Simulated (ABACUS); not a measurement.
Crystal: BN.

```
CELL_PARAMETERS angstrom
2.55394 0.00000 0.00000
-1.27697 2.21178 0.00000
0.00000 0.00000 4.22685
ATOMIC_POSITIONS crystal
N 0.33333 0.66667 0.12528
N 0.66667 0.33333 0.62528
B 0.33333 0.66667 0.49972
B 0.66667 0.33333 0.99972
```

Measurements of this composition are mostly on another form, of space group No. 194.

Program: ABACUS 3.10.1. Alike in all runs: task single point; no spin polarisation; cell as given; smearing fermi-dirac 0.05 eV.

Task: Order these runs on this cell by their band gap on the k mesh, lowest first.
A. level r2SCAN; potentials or basis SG15 ONCV 1.2 PBE, plane waves; k mesh 8 × 8 × 4; cutoff (eV) 1320; radial cutoff of the potentials (pseudo_rcut) 7 bohr; SCF threshold on the density 1e-08; eigensolver dav
B. level PBE; potentials or basis PseudoDojo NC SR 0.5 PBE stringent, DZP LCAO (the cutoffs set its grid); k mesh 11 × 11 × 6; cutoff (eV) 1361; radial cutoff of the potentials (pseudo_rcut) 10 bohr; SCF threshold on the density 1e-07; eigensolver scalapack_gvx
C. level PBEsol; potentials or basis PseudoDojo NC SR 0.4.1 PBEsol standard, plane waves; k mesh 12 × 12 × 6; cutoff (eV) 1143; radial cutoff of the potentials (pseudo_rcut) 7 bohr; SCF threshold on the density 1e-08; eigensolver dav
D. level LDA; potentials or basis PseudoDojo NC SR 0.4.1 LDA stringent, plane waves; k mesh 10 × 10 × 5; cutoff (eV) 1143; radial cutoff of the potentials (pseudo_rcut) 7 bohr; SCF threshold on the density 1e-08; eigensolver dav

Result: C (5.04 eV), D (5.23 eV), B (5.48 eV), A (6.10 eV).

Caveats: an odd mesh through Γ misses points on the zone boundary, where band edges often lie (some runs); the atomic orbitals were generated for these runs and aren't a published set (some runs); the basis of atomic orbitals isn't converged, which shifts pressures, moduli and gaps (some runs); there are fewer bands than atomic start orbitals, so a level may be missed at k points of high symmetry (some runs).

Not every run made on this cell is shown here.
